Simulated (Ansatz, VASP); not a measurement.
# Cross-check of BN (BN (P6_3/mmc)) between VASP and Ansatz

Wanted: the spread between two codes on one cell, functional and k mesh. The cell is taken from a series of runs on this material, whose earlier steps may have relaxed, scaled, displaced or heated it; both programs get it as it stands.

Method: plane waves, with VASP 6.6.1 beside it; PBEsol, in Ansatz 0.2.0.

### Step 1. Set-up

The structure is hexagonal, space group P6_3/mmc (No. 194). Conventional cell: a = 2.504 Å, b = 2.504 Å, c = 6.661 Å, α = 90.00°, β = 90.00°, γ = 120.00°. Nearest to B lie 3 N at 1.45 Å. N has 3 B at 1.45 Å nearest. Farther neighbours and most contacts between anions are not listed.

Coordinates:

```cif
data_structure
_symmetry_space_group_name_H-M 'P 1'
_symmetry_Int_Tables_number 1
_cell_length_a 4.3371
_cell_length_b 4.3371
_cell_length_c 6.6610
_cell_angle_alpha 90.000
_cell_angle_beta 90.000
_cell_angle_gamma 120.000
_cell_volume 108.51
loop_
_atom_site_label
_atom_site_type_symbol
_atom_site_fract_x
_atom_site_fract_y
_atom_site_fract_z
_atom_site_occupancy
B1 B 0.00000 0.66667 0.25000 1
B2 B 0.33333 0.33333 0.25000 1
B3 B 0.66667 0.00000 0.25000 1
B4 B 0.00000 0.33333 0.75000 1
B5 B 0.33333 0.00000 0.75000 1
B6 B 0.66667 0.66667 0.75000 1
N7 N 0.00000 0.33333 0.25000 1
N8 N 0.33333 0.00000 0.25000 1
N9 N 0.66667 0.66667 0.25000 1
N10 N 0.00000 0.66667 0.75000 1
N11 N 0.33333 0.33333 0.75000 1
N12 N 0.66667 0.00000 0.75000 1
```

### Step 2. VASP: single point, PBEsol

With cell and atoms fixed, the geometry can't cause a difference; cores, projectors, grids and the points listed under the comparison can.

Lines of VASP's logs that name or quote its potential files are left out, and so is its time.

INCAR reads:

```
SYSTEM = BN
PREC = Accurate
ENCUT = 520
EDIFF = 1E-06
NELM = 120
ISMEAR = -1
SIGMA = 0.01
LREAL = .FALSE.
ALGO = Normal
GGA = PS
NBANDS = 36
LORBIT = 11
LWAVE = .FALSE.
LCHARG = .FALSE.
ISIF = 2
LASPH = .TRUE.
GGA_COMPAT = .FALSE.
EFERMI = MIDGAP
KPAR = 2
```

POSCAR reads:

```
BN
1.0
    3.7560000000      2.1685280000      0.0000000000
   -3.7560000000      2.1685280000      0.0000000000
    0.0000000000      0.0000000000      6.6610000000
B N
6 6
Direct
    1.0000000000      0.6666666667      0.2500000000
    0.3333333333      0.3333333333      0.2500000000
    0.6666666667      1.0000000000      0.2500000000
    1.0000000000      0.3333333333      0.7500000000
    0.3333333333      1.0000000000      0.7500000000
    0.6666666667      0.6666666667      0.7500000000
    1.0000000000      0.3333333333      0.2500000000
    0.3333333333      1.0000000000      0.2500000000
    0.6666666667      0.6666666667      0.2500000000
    1.0000000000      0.6666666667      0.7500000000
    0.3333333333      0.3333333333      0.7500000000
    0.6666666667      1.0000000000      0.7500000000
```

KPOINTS reads:

```
Automatic mesh
0
Gamma
3 3 2
0 0 0
```

Potentials, in the order of the species: B and N (PBE family, release 64).

Command:

```
$ mpirun -np 2 vasp_std
```

Numbers of over 12 decimals in the logs are rounded to 6 here.

The program printed:

```text
[banner, memory and clock lines left out]
running    2 mpi-ranks, on    1 nodes
 distrk:  each k-point on    1 cores,    2 groups
 distr:  one band on    1 cores,    1 groups

 POSCAR found type information on POSCAR B N
 POSCAR found :  2 types and      12 ions
|                                                                             |
|               ----> ADVICE to this user running VASP <----                  |
|                                                                             |
|     You enforced a specific xc type in the INCAR file but a different       |
|     [... a line on the potential file left out ...]
|     I HOPE YOU KNOW WHAT YOU ARE DOING!                                     |
|                                                                             |

 LDA part: xc-table for (Slater+PW92), standard interpolation
 POSCAR, INCAR and KPOINTS ok, starting setup
 FFT: planning ... GRIDC
 FFT: planning ... GRID_SOFT
 FFT: planning ... GRID
 WAVECAR not read
 entering main loop
       N       E                     dE             d eps       ncg     rms          rms(c)
DAV:   1     0.209475380924E+03    0.20948E+03   -0.24210E+04   432   0.124E+03
DAV:   2    -0.102973847198E+03   -0.31245E+03   -0.28804E+03   560   0.294E+02
DAV:   3    -0.119755507728E+03   -0.16782E+02   -0.16659E+02   576   0.688E+01
DAV:   4    -0.119985055008E+03   -0.22955E+00   -0.22922E+00   544   0.854E+00
DAV:   5    -0.119989068653E+03   -0.40136E-02   -0.40120E-02   556   0.112E+00    0.191E+01
DAV:   6    -0.110794436529E+03    0.91946E+01   -0.22538E+01   508   0.223E+01    0.872E+00
DAV:   7    -0.109907354863E+03    0.88708E+00   -0.15579E+00   520   0.595E+00    0.535E+00
DAV:   8    -0.109655834656E+03    0.25152E+00   -0.76506E-01   512   0.393E+00    0.678E-01
DAV:   9    -0.109647118351E+03    0.87163E-02   -0.35380E-02   520   0.967E-01    0.290E-01
DAV:  10    -0.109648992192E+03   -0.18738E-02   -0.31390E-03   524   0.271E-01    0.615E-02
DAV:  11    -0.109649216027E+03   -0.22383E-03   -0.44449E-04   536   0.106E-01    0.380E-02
DAV:  12    -0.109649215968E+03    0.58587E-07   -0.10137E-04   500   0.506E-02    0.591E-03
DAV:  13    -0.109649216647E+03   -0.67836E-06   -0.36273E-06   520   0.985E-03
   1 F= -.10964922E+03 E0= -.10964922E+03  d E =0.000000E+00
```

OUTCAR, selected parts (step 2):

```text
ion  position               nearest neighbor table
   1  0.000  0.667  0.250-   9 1.45   7 1.45   8 1.45
   2  0.333  0.333  0.250-   7 1.45   8 1.45   9 1.45
   3  0.667  0.000  0.250-   9 1.45   8 1.45   7 1.45
   4  0.000  0.333  0.750-  11 1.45  10 1.45  12 1.45
   5  0.333  0.000  0.750-  11 1.45  12 1.45  10 1.45
   6  0.667  0.667  0.750-  10 1.45  12 1.45  11 1.45
   7  0.000  0.333  0.250-   2 1.45   1 1.45   3 1.45
   8  0.333  0.000  0.250-   2 1.45   3 1.45   1 1.45
   9  0.667  0.667  0.250-   1 1.45   3 1.45   2 1.45
  10  0.000  0.667  0.750-   6 1.45   4 1.45   5 1.45
  11  0.333  0.333  0.750-   4 1.45   5 1.45   6 1.45
  12  0.667  0.000  0.750-   6 1.45   5 1.45   4 1.45

  LATTYP: Found a hexagonal cell.
 ALAT       =     4.3370554166
 C/A-ratio  =     1.5358346528

 Subroutine GETGRP returns: Found 24 space group operations
 (whereof 12 operations were pure point group operations)

The static configuration has the point symmetry D_3d.
 The point group associated with its full space group is D_6h.

 Found      6 irreducible k-points:

   k-points           NKPTS =      6   k-points in BZ     NKDIM =      6   number of bands    NBANDS=     36

   dimension x,y,z NGX =    32 NGY =   32 NGZ =   50
   dimension x,y,z NGXF=    64 NGYF=   64 NGZF=  100

   ENCUT  =  520.0 eV  38.22 Ry    6.18 a.u.   8.06  8.06 12.39*2*pi/ulx,y,z

   NELECT =      48.0000    total number of electrons

 k-points in reciprocal lattice and weights: Automatic mesh
   0.00000000  0.00000000  0.00000000       0.056
   0.33333333 -0.00000000  0.00000000       0.333
   0.33333333  0.33333333  0.00000000       0.111
   0.00000000  0.00000000  0.50000000       0.056
   0.33333333 -0.00000000  0.50000000       0.333
   0.33333333  0.33333333  0.50000000       0.111

 average (electrostatic) potential at core
       1 -29.0667       2 -29.0667       3 -29.0667       4 -29.0667       5 -29.0667
       6 -29.0667       7 -64.9311       8 -64.9311       9 -64.9311      10 -64.9311
      11 -64.9311      12 -64.9311

 E-fermi :   4.3184

 k-point     1 :       0.0000    0.0000    0.0000
  band No.  band energies     occupation
    ...
     20       0.9021      2.00000
     21       2.0912      2.00000
     22       2.0912      2.00000
     23       2.0912      2.00000
     24       2.0912      2.00000
     25       6.9633      0.00000
     26       6.9633      0.00000
     27       6.9633      0.00000
     28       6.9633      0.00000
     29       7.2028      0.00000
    ...

 k-point     2 :       0.3333   -0.0000    0.0000
  band No.  band energies     occupation
    ...
     20      -0.4276      2.00000
     21      -0.4109      2.00000
     22       0.9161      2.00000
     23       1.1430      2.00000
     24       1.8659      2.00000
     25       6.4632      0.00000
     26       7.6785      0.00000
     27       8.3946      0.00000
     28       8.5006      0.00000
     29       8.9697      0.00000
    ...

 k-point     3 :       0.3333    0.3333    0.0000
  band No.  band energies     occupation
    ...
     20      -1.2837      2.00000
     21      -1.2837      2.00000
     22       0.4675      2.00000
     23       0.4675      2.00000
     24       0.4675      2.00000
     25       8.9867      0.00000
     26       8.9867      0.00000
     27       8.9867      0.00000
     28       9.8229      0.00000
     29       9.8229      0.00000
    ...

  Total        0.7008556      0.7008558      0.3839023      0.0000000      0.0000000     -0.0000000
  in kB       10.3485398     10.3485435      5.6685403      0.0000000      0.0000000     -0.0000000
  external PRESSURE =       8.7885412 kB  Pullay stress =       0.0000000 kB

  energy-cutoff  :      520.00
  volume of cell :      108.51
      direct lattice vectors                 reciprocal lattice vectors
     3.756000000  2.168528000  0.000000000     0.133120341  0.230571152  0.000000000
    -3.756000000  2.168528000  0.000000000    -0.133120341  0.230571152  0.000000000
     0.000000000  0.000000000  6.661000000     0.000000000  0.000000000  0.150127608

 POSITION                                       TOTAL-FORCE (eV/Angst)
 -----------------------------------------------------------------------------------
     -2.50400      1.44569      1.66525         0.000000     -0.000000      0.000000
      0.00000      1.44569      1.66525         0.000000     -0.000000     -0.000000
      2.50400      1.44569      1.66525         0.000000     -0.000000     -0.000000
     -1.25200      0.72284      4.99575         0.000000      0.000000      0.000000
      1.25200      0.72284      4.99575        -0.000000      0.000000     -0.000000
      0.00000      2.89137      4.99575         0.000000     -0.000000      0.000000
     -1.25200      0.72284      1.66525        -0.000000      0.000000      0.000000
      1.25200      0.72284      1.66525        -0.000000      0.000000      0.000000
      0.00000      2.89137      1.66525         0.000000      0.000000      0.000000
     -2.50400      1.44569      4.99575        -0.000000     -0.000000      0.000000
      0.00000      1.44569      4.99575         0.000000      0.000000      0.000000
      2.50400      1.44569      4.99575        -0.000000     -0.000000      0.000000
 -----------------------------------------------------------------------------------
    total drift:                                0.000000      0.000000      0.000000

  FREE ENERGIE OF THE ION-ELECTRON SYSTEM (eV)
  ---------------------------------------------------
  free  energy   TOTEN  =      -109.6492166466 eV

  energy  without entropy=     -109.6492166466  energy(sigma->0) =     -109.64921665

 total charge
# of ion       s       p       d       tot
------------------------------------------
    1        0.743   1.425   0.000   2.167
    2        0.743   1.425   0.000   2.167
    3        0.743   1.425   0.000   2.167
    4        0.743   1.425   0.000   2.167
    5        0.743   1.425   0.000   2.167
    6        0.743   1.425   0.000   2.167
    7        1.220   2.789   0.000   4.009
    8        1.220   2.789   0.000   4.009
    9        1.220   2.789   0.000   4.009
   10        1.220   2.789   0.000   4.009
   11        1.220   2.789   0.000   4.009
   12        1.220   2.789   0.000   4.009
--------------------------------------------------
tot         11.777  25.284   0.000  37.060

[... 3 further parts left out ...]
```

The run ends at a pressure of 0.88 GPa.

### Step 3. Ansatz: single point, PBEsol

Ansatz runs on its default PAW (the set named soft_2) files.

The same cell, functional, mesh and smearing now go to Ansatz.

input.yaml reads:

```yaml
crystal:
  lattice:
    - [3.756, 2.168528, 0.0]
    - [-3.756, 2.168528, 0.0]
    - [0.0, 0.0, 6.661]
  atoms:
    - { symbol: B, position: [0.0, 0.66666667, 0.25] }
    - { symbol: B, position: [0.33333333, 0.33333333, 0.25] }
    - { symbol: B, position: [0.66666667, 0.0, 0.25] }
    - { symbol: B, position: [0.0, 0.33333333, 0.75] }
    - { symbol: B, position: [0.33333333, 0.0, 0.75] }
    - { symbol: B, position: [0.66666667, 0.66666667, 0.75] }
    - { symbol: "N", position: [0.0, 0.33333333, 0.25] }
    - { symbol: "N", position: [0.33333333, 0.0, 0.25] }
    - { symbol: "N", position: [0.66666667, 0.66666667, 0.25] }
    - { symbol: "N", position: [0.0, 0.66666667, 0.75] }
    - { symbol: "N", position: [0.33333333, 0.33333333, 0.75] }
    - { symbol: "N", position: [0.66666667, 0.0, 0.75] }
basis:
  ecutwfc: 420.0
  ecutrho_ratio: 4
  xc_grid: 2
  fft_grid_basis: typed
  precision: f64
kpoints:
  mp_grid: { grid: [3, 3, 2] }
hamiltonian:
  xc: pbesol
  pseudopotentials: { kind: paw }
scf:
  max_iter: 80
  self_checks: high
  occupations: { method: fermi_dirac, width: 0.01 }
output:
  forces: true
checkpoint:
  write: "../host.relax.run"
  compress: false
  write_wavefunctions: true
  write_every: 100000
```

Command:

```
$ ansatz run input.yaml --threads 12 --pin off --max-ram 56524MiB --backend cuda --events-out ev --progress --plain --runs-dir out
```

The program printed:

```text
Engine: ansatz 0.2.0, aarch64-unknown-linux-gnu
[...]
Pseudopotential: B, paw, valence charge 3, recommended cutoff 420 eV (normal), B.paw.azcp
Pseudopotential: N, paw, valence charge 5, recommended cutoff 420 eV (normal), N.paw.azcp
Functional definition: PBEsol
[...]
Crystal: 12 atoms, lattice volume = 108.508 Å³
Basis set: ecut = 420 eV, 2153 PW (Γ), exchange–correlation on 60×60×90 points (8 copies of the dense FFT grid, shifted against one another)
Bands: 36, of which v1, the nominal top of the filled ones, is band 24 counted from 1 (23 counted from 0)
[...]
Space group: P63/mmc (ITA 194), of the structure as read, at distance tolerance 4.8e-5 Å
k-points: 6 of 18
[...]
Functional: x = pbesol(κ = 0.804, μ = 0.123457), c = pbesol(β = 0.046)
SCF iter   1: F=—  HF=-3202.629450 eV  |F-HF|=—  |Δ(HF+E_count)|=         —  Δρ=7.96e-3  dr2=6.26e-2  ethr=1.77e-3  ⟨swp⟩=8.2  Hψ=1042  notcnv=0  defer=5
[...]
SCF iter   2: F=—  HF=-3202.614759 eV  |F-HF|=—  |Δ(HF+E_count)|=   1.47e-2  Δρ=1.85e-3  dr2=4.01e-3  ethr=1.30e-4  ⟨swp⟩=2.8  Hψ=431  notcnv=0  defer=35
[...]
SCF iter   5: F=—  HF=-3202.614844 eV  |F-HF|=—  |Δ(HF+E_count)|=   2.21e-5  Δρ=2.85e-5  dr2=6.57e-7  ethr=4.46e-8  ⟨swp⟩=2.0  Hψ=319  notcnv=0  defer=35
SCF iter   6: F=-3202.614845 eV  HF=-3202.614845 eV  |F-HF|=2.89e-9  |Δ(HF+E_count)|=   7.39e-7  Δρ=3.48e-6  dr2=8.70e-9  ethr=2.08e-10  ⟨swp⟩=12.0  Hψ=1114  notcnv=0
SCF 1 converged in 6 iterations: F = -3202.614845 eV  dr2 = 8.70e-9
[...]
SCF converged after 6 iterations
Free energy (F): -3202.614845 eV
[...]
Fermi energy:    6.782658 eV
--- Per-component energies (eV) ---
[...]
--- Forces (eV/Å), atoms counted from 1 ---
[...]
--- Band table (eV; the first three rows and the last of 6) ---
[...]
```

The column dr2 measures how far the density is from self-consistency, as an energy; F and HF (Harris–Foulkes) agree once it is small.

### Step 4. Side by side

Known differences besides the potentials themselves: the cutoff is 420 eV in Ansatz and 520 eV in VASP; Ansatz makes its cores anew for this functional, VASP keeps those of its PBE data sets. Total energies have different zeros and are not compared.

Both answers:

```
              quantity  Ansatz   VASP  difference
gap on the k mesh (eV)   4.300  4.290      +0.010
```

A gap on the mesh is an upper bound, since the band edges may lie between its points.

### Step 5. Summary of results

| Quantity | Value |
| --- | --- |
| difference in gap on the k mesh (single point, PBEsol) | 0.010 eV |

In words: The difference in gap on the k mesh is 0.010 eV (single point, PBEsol), within the 0.08 eV picked in this series as the mark of a large difference. How closely two codes agree says nothing of how well the functional describes the real material.

[Lines on the potential files, build, host, timing and source positions are cut from VASP's logs without a mark.]

[Logs are printed without paths, hosts, clocks, repeated set-up lines and the standing remarks that a program may print on its own settings, such as how far it seeks lower states.]

[Hosts, paths, dates, database ids (printed as entryN), source tags and the programs' standing remarks are cut or masked in the printed files.]
